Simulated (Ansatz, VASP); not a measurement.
## Ba: VASP beside Ansatz

File INCAR:

```
PREC     = Accurate       # precision mode
ENCUT    = 520            # plane-wave cutoff, eV
EDIFF    = 1E-6           # SCF threshold, eV
ISMEAR   = 0              # smearing method
SIGMA    = 0.05           # smearing width, eV
LREAL    = F              # projectors in reciprocal space
LASPH    = T              # aspherical terms in the spheres
NELM     = 100            # most SCF steps
ALGO     = Fast           # electronic algorithm
ISIF     = 2              # what is computed and relaxed
LWAVE    = F              # write WAVECAR
LCHARG   = T              # write CHGCAR
GGA      = PE             # functional
LELF     = T              # ELF
LVHAR    = T            
NBANDS   = 11             # bands
```

File KPOINTS:

```
Automatic mesh
0
Gamma
  7 7 7
```

File POSCAR:

```
Ba
1.0
    0.0000000000      3.2326650028      3.2326650028
    3.2326650028      0.0000000000      3.2326650028
    3.2326650028      3.2326650028      0.0000000000
Ba
1
Direct
    0.0000000000      0.0000000000      0.0000000000
```

File input.yaml:

```yaml
crystal:
  lattice:
    - [0.0, 3.2326650028, 3.2326650028]
    - [3.2326650028, 0.0, 3.2326650028]
    - [3.2326650028, 3.2326650028, 0.0]
  atoms:
    - { symbol: Ba, position: [0.0, 0.0, 0.0] }
kpoints:
  mp_grid: { grid: [7, 7, 7] }
scf:
  occupations: { method: gaussian, width: 0.05 }
hamiltonian:
  xc: pbe
  pseudopotentials: { kind: all_electron, lapw: { basis_error: 0.001 } }
output:
  forces: true
  stress: true
  eigenvalues: true
```

This isn't the form of Ba at room conditions, which is bcc.

Alike in both runs: task single point; functional PBE; k mesh 7 × 7 × 7; occupations gaussian, width 0.05 eV; no spin polarisation.

```csv
,VASP,Ansatz
version,VASP 6.6.1,Ansatz 0.2.0
potentials or method,"VASP PAW PBE potentials, release 64 (Ba_sv)","all-electron LAPW, scalar-relativistic"
plane-wave cutoff (eV),520,see its input
```

```tsv
	VASP	Ansatz	Ansatz less VASP
gap on the k mesh at the Fermi level (eV)	none	none	-
pressure (GPa)	-0.3	-0.3	-0.04
```

A gap of «none» marks a metal or a gap that the smearing closes. Ansatz ran all-electron here, so the differences hold the error of VASP's frozen core and of both bases.

Spin-orbit coupling is left out, which matters for the levels of Ba.
